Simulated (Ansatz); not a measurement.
# CuO (P1) in Ansatz: reference runs

Reference runs on CuO: the cell as given.

Program: Ansatz 0.2.0. These are calculated values, not measurements. Logs are shortened: lines on timing, memory, paths and dates and some standing lists are left out, and cuts for length are marked.

## Step 1: The cell of the first run

The typed cell holds 8 atoms: a = 2.900 Å, b = 5.544 Å, c = 5.643 Å, α = 113.11°, β = 101.64°, γ = 92.01°.

## Step 2: Single point, PBE (a zone-boundary wave of random shape, sigma 0.4 Å)

input.yaml

```yaml
crystal:
  lattice:
    - [2.34185, -1.7113, 0.0]
    - [-1.49182, -1.7113, -5.05787]
    - [2.34185, 5.1339, 0.0]
  atoms:
    - { symbol: Cu, position: [0.32132716, 0.95657656, 0.29054178] }
    - { symbol: Cu, position: [0.67867284, 0.04342344, 0.70945822] }
    - { symbol: Cu, position: [0.3225567, 0.52186451, 0.68364633] }
    - { symbol: Cu, position: [0.6774433, 0.47813549, 0.31635367] }
    - { symbol: O, position: [0.41767164, 0.70732048, 0.00989985] }
    - { symbol: O, position: [0.41392836, 0.79267952, 0.65850015] }
    - { symbol: O, position: [0.22493959, 0.34816805, 0.07342398] }
    - { symbol: O, position: [0.94346041, 0.15183195, 0.25817602] }
hamiltonian:
  xc: pbe
  pseudopotentials: { kind: paw }
kpoints:
  mp_grid: { grid: [9, 5, 5] }
scf:
  occupations: { method: fermi_dirac, width: 0.05 }
output:
  forces: true
  stress: true
  eigenvalues: true
```

Potentials or basis: Ansatz PAW.

Command:

```sh
> ansatz run input.yaml --threads 4 --pin off --max-ram 11264MiB --backend cpu --events-out ev --progress --plain --runs-dir out
```

What it wrote:

```text
Warning: RAYON_NUM_THREADS=4 ignored (pool sized by the plan → 4); use --threads N
Engine: ansatz 0.2.0, aarch64-unknown-linux-gnu
Pseudopotentials: kind: paw
Pseudopotential: Cu, paw, valence charge 19, recommended cutoff 420 eV (normal), Cu.paw.azcp
Pseudopotential: O, paw, valence charge 6, recommended cutoff 420 eV (normal), O.paw.azcp
Functional definition: PBE
  parameter kappa = 0.804
  parameter beta = 0.06672455060314922
  exchange = pbe_x(kappa = kappa, mu = beta*pi^2/3)
  correlation = pbe_c(beta = beta)
Crystal: 8 atoms, lattice volume = 81.080 Å³
Basis set: ecut = 420 eV, 1587 PW (Γ), exchange–correlation on 40×80×80 points (8 copies of the dense FFT grid, shifted against one another)
Bands: 60, of which v1, the nominal top of the filled ones, is band 50 counted from 1 (49 counted from 0)
Symmetry: 1 space group operations
Space group: P1 (ITA 1), of the structure as read, at distance tolerance 4.3e-5 Å
k-points: 113 of 225 (time reversal used)
Non-local potential: Cu, projectors of the file, l = 0: 3, l = 1: 2, l = 2: 3, l = 3: 1
Non-local potential: O, projectors of the file, l = 0: 2, l = 1: 2, l = 2: 1
PAW form: soft (Blöchl's): semilocal exchange-correlation on the pseudo side does not see the compensation charge
PAW one-centre angular grid: Cu, 590 points (default); XC on 64 Gauss nodes
PAW one-centre angular grid: O, 110 points (default); XC on 64 Gauss nodes
Initial density: superposition of atomic densities (neutral atoms: chi_scale 0, normalization atom), corrected by the library's trained network
Initial wavefunctions: pseudopotential atomic-orbital guess
Functional: x = pbe(κ = 0.804, μ = 0.2195149727645171), c = pbe(β = 0.06672455060314922)
SCF iter   1: F=—  HF=-28753.480361 eV  |F-HF|=—  |Δ(HF+E_count)|=         —  Δρ=1.95e-2  dr2=2.19e-1  ethr=1.77e-3  ⟨swp⟩=5.9  Hψ=25213  notcnv=0  defer=6
preconditioner: auto → LDOS  [metal: Δε(μ)=0.006 eV  Ē_g=11.105 eV  σ=0.050 eV  W_gap=0.03  n_scr=34 (ndim 8)  ℏωp=34.0 eV  f_vac=0.027  D(μ)=4.46/eV (n_scr^D=40)  β→1.0]
SCF iter   2: F=—  HF=-28753.455049 eV  |F-HF|=—  |Δ(HF+E_count)|=   2.53e-2  Δρ=1.00e-2  dr2=4.99e-2  ethr=2.19e-4  ⟨swp⟩=2.0  Hψ=12185  notcnv=0  defer=296
SCF iter   3: F=—  HF=-28753.450576 eV  |F-HF|=—  |Δ(HF+E_count)|=   4.47e-3  Δρ=1.01e-2  dr2=5.65e-2  ethr=4.99e-5  ⟨swp⟩=2.0  Hψ=12855  notcnv=0  defer=296
SCF iter   4: F=—  HF=-28753.444234 eV  |F-HF|=—  |Δ(HF+E_count)|=   6.34e-3  Δρ=5.59e-3  dr2=1.79e-2  ethr=4.99e-5  ⟨swp⟩=1.7  Hψ=6593  notcnv=0  defer=296
SCF iter   5: F=—  HF=-28753.441832 eV  |F-HF|=—  |Δ(HF+E_count)|=   2.40e-3  Δρ=1.68e-3  dr2=1.64e-3  ethr=1.79e-5  ⟨swp⟩=1.1  Hψ=6618  notcnv=0  defer=296
SCF iter   6: F=—  HF=-28753.441633 eV  |F-HF|=—  |Δ(HF+E_count)|=   1.99e-4  Δρ=5.76e-4  dr2=2.34e-4  ethr=1.64e-6  ⟨swp⟩=2.2  Hψ=8596  notcnv=0  defer=296
SCF iter   7: F=—  HF=-28753.441616 eV  |F-HF|=—  |Δ(HF+E_count)|=   1.65e-5  Δρ=1.73e-4  dr2=2.17e-5  ethr=2.34e-7  ⟨swp⟩=1.0  Hψ=6486  notcnv=0  defer=296
SCF iter   8: F=—  HF=-28753.441620 eV  |F-HF|=—  |Δ(HF+E_count)|=   4.37e-6  Δρ=7.43e-5  dr2=3.28e-6  ethr=2.17e-8  ⟨swp⟩=2.5  Hψ=9864  notcnv=0  defer=296
SCF iter   9: F=—  HF=-28753.441620 eV  |F-HF|=—  |Δ(HF+E_count)|=   1.90e-7  Δρ=3.97e-5  dr2=9.78e-7  ethr=3.28e-9  ⟨swp⟩=2.6  Hψ=10193  notcnv=0  defer=296
SCF iter  10: F=—  HF=-28753.441620 eV  |F-HF|=—  |Δ(HF+E_count)|=   5.32e-8  Δρ=2.03e-5  dr2=3.00e-7  ethr=9.78e-10  ⟨swp⟩=1.0  Hψ=6486  notcnv=0  defer=296
SCF iter  11: F=-28753.441620 eV  HF=-28753.441620 eV  |F-HF|=1.92e-8  |Δ(HF+E_count)|=   1.45e-8  Δρ=5.89e-6  dr2=2.13e-8  ethr=1.00e-10  ⟨swp⟩=7.3  Hψ=21871  notcnv=0
SCF 1 converged in 11 iterations: F = -28753.441620 eV  dr2 = 2.13e-8
SCF converged after 11 iterations
Free energy (F): -28753.441620 eV
Harris-Foulkes:  -28753.441620 eV  (|F-HF|=1.92e-8)
Internal energy: -28753.399517 eV  (E = F + TS)
E sigma→0 (E₀):  -28753.420569 eV
Entropy (-TS):   -0.042103 eV (-5.263 meV/atom)
Fermi energy:    12.150682 eV
--- Per-component energies (eV) ---
  E_band       = -1763.659055
  E_kinetic    = 1902.980150
  E_local      = -20382.672827  (includes V_loc(G=0)·N_el)
  E_nonlocal   = 1758.284564
  E_hartree    = 8860.629885
  E_xc         = -652.542500
  E_vxc        = -838.018840  (∫ρ·V_xc dr)
  E_paw        = -7272.074789  (= ΣΔE_a)
  E_vpaw       = -1925.484935  (= ΣTr[D̂ρ^β])
  E_aug_tail   = 0.010858  (compensation charges beyond the density's cutoff)
  E_ewald      = -12968.014858
  E_smearing   = -0.042103  (= −TS)
  E_closure    = -0.000000  (closes the sum)
  Σ components = -28753.441620   (vs F -28753.441620, Δ=0.00e0)
--- Forces (eV/Å), atoms counted from 1 ---
  atom   1  Cu     3.44708171    -0.61428613     2.64753655
  atom   2  Cu     5.36006476    -5.33155427   -14.42846107
  atom   3  Cu     0.50082551     2.30508569     8.42154804
  atom   4  Cu     5.11750993    -0.10805723    -2.95807865
  atom   5  O      1.99267850     2.06961790     0.72261320
  atom   6  O     -5.70259500     1.53332138     6.47196763
  atom   7  O     -6.85571715    -1.70716205     2.56869666
  atom   8  O     -3.85981020     1.85304517    -3.44584393
  max |Σ_I F_I| component: 3.81e-5 eV/Å
--- Stress (GPa, compression-positive) ---
       47.633329       3.015385      -2.496565
        3.015385      40.309420      21.434473
       -2.496567      21.434471      79.458809
  P = ⅓ Tr σ = 55.8005 GPa (558.005 kbar)
--- Band table (eV; the first three rows and the last of 113) ---
  k-point 0: bands = ["-101.3832", "-101.1336", "-100.8144", "-100.7794", "-59.0053", "-58.8468", "-58.8314", "-58.6998", "-58.5463", "-58.4848", "-58.4483", "-58.2183", "-58.1204", "-58.0422", "-57.9360", "-57.8219", "-8.7418", "-7.9986", "-6.4109", "-5.9703", "3.1747", "4.2518", "4.5775", "5.3554", "5.7080", "5.8219", "5.9602", "6.4343", "7.2526", "7.4215", "7.8690", "8.1842", "8.2658", "8.5794", "8.6000", "8.7042", "9.2075", "9.3496", "9.3800", "9.6371", "9.7670", "9.8511", "10.0374", "10.4433", "10.7360", "11.3655", "11.5592", "11.7479", "11.8617", "12.1534", "12.3632", "12.5028", "12.7829", "16.3127", "16.7366", "18.9375", "20.3627", "21.5541", "21.8487", "24.9683"]
  k-point 1: bands = ["-101.3832", "-101.1336", "-100.8144", "-100.7794", "-59.0053", "-58.8468", "-58.8314", "-58.6998", "-58.5464", "-58.4848", "-58.4483", "-58.2183", "-58.1204", "-58.0422", "-57.9360", "-57.8219", "-8.7010", "-8.0347", "-6.4325", "-5.9677", "3.2009", "4.2684", "4.6134", "5.3285", "5.5200", "5.9111", "6.0810", "6.4544", "7.2780", "7.4523", "7.8785", "8.0431", "8.3613", "8.4916", "8.6719", "8.7855", "9.2234", "9.3096", "9.3967", "9.5905", "9.7296", "9.8688", "9.9750", "10.3330", "10.6943", "11.3771", "11.4531", "11.7198", "11.8688", "12.0915", "12.3592", "12.7077", "12.9811", "16.1557", "16.7091", "18.8321", "20.4710", "21.2715", "22.5848", "24.4971"]
  k-point 2: bands = ["-101.3832", "-101.1336", "-100.8144", "-100.7794", "-59.0053", "-58.8467", "-58.8314", "-58.6998", "-58.5464", "-58.4847", "-58.4483", "-58.2183", "-58.1204", "-58.0423", "-57.9360", "-57.8219", "-8.6220", "-8.1062", "-6.4661", "-5.9646", "3.2412", "4.3813", "4.6256", "5.0093", "5.6410", "6.0507", "6.1171", "6.4575", "7.3940", "7.5207", "7.8585", "7.9817", "8.1946", "8.6086", "8.6764", "8.8686", "9.1966", "9.2870", "9.3306", "9.4989", "9.6656", "9.8305", "10.0112", "10.2002", "10.7157", "11.2833", "11.4231", "11.6676", "11.8759", "11.9014", "12.3904", "12.9123", "13.5829", "15.5598", "16.7508", "18.6924", "20.6036", "21.5129", "23.0881", "24.2437"]
  k-point 112: bands = ["-101.3826", "-101.1329", "-100.8138", "-100.7788", "-59.0045", "-58.8454", "-58.8368", "-58.7014", "-58.5542", "-58.4837", "-58.4565", "-58.2242", "-58.1195", "-58.0421", "-57.9427", "-57.8301", "-8.2839", "-7.4239", "-6.3999", "-5.7229", "3.2817", "4.3211", "4.7081", "4.8405", "5.0216", "5.5118", "5.9435", "6.7478", "7.0559", "7.3829", "7.4910", "8.1921", "8.4554", "8.5599", "8.8275", "8.9397", "9.3338", "9.4184", "9.6221", "9.6684", "9.8036", "9.8871", "10.1567", "10.2734", "10.5830", "10.8383", "11.1001", "11.3356", "11.6479", "12.0109", "12.3614", "12.7348", "14.4694", "16.0676", "16.9894", "18.0715", "19.8373", "20.0441", "21.5673", "22.6754"]
```

Run time: 17 s. Hardware: 4 threads of Arm Neoverse V1, shared host; peak memory 0.64 GiB.

Results:

- Free energy: -28753.4416 eV
- Pressure: 55.8 GPa
- Largest force: 16.289 eV/Å
- Band gap on the k mesh: none (metal or under the smearing width)

Forces on the atoms (eV/Å):
```
Cu    3.447  -0.614   2.648
Cu    5.360  -5.332 -14.428
Cu    0.501   2.305   8.422
Cu    5.118  -0.108  -2.958
O     1.993   2.070   0.723
O    -5.703   1.533   6.472
O    -6.856  -1.707   2.569
O    -3.860   1.853  -3.446
```

Levels at points of the mesh, in eV from the Fermi level:
```
           k point  band 48  band 49  band 50  band 51  band 52  band 53
(0.00, 0.00, 0.00)    -0.40    -0.29     0.00     0.21     0.35     0.63
```

Caveat: a pressure of tens of GPa on the cell as given is suspect, and the run, the potentials or the cell itself is likely at fault; the pressure holds a Pulay correction of +0.7 GPa for the finite cutoff; the run has no spin polarisation, though such a crystal can be magnetic; semilocal functionals often make such compounds metallic where correlation or magnetic order opens a gap, which also shifts bond lengths; forces of over 1 eV/Å show positions far from the minimum, so gaps and moduli don't describe the material at rest.
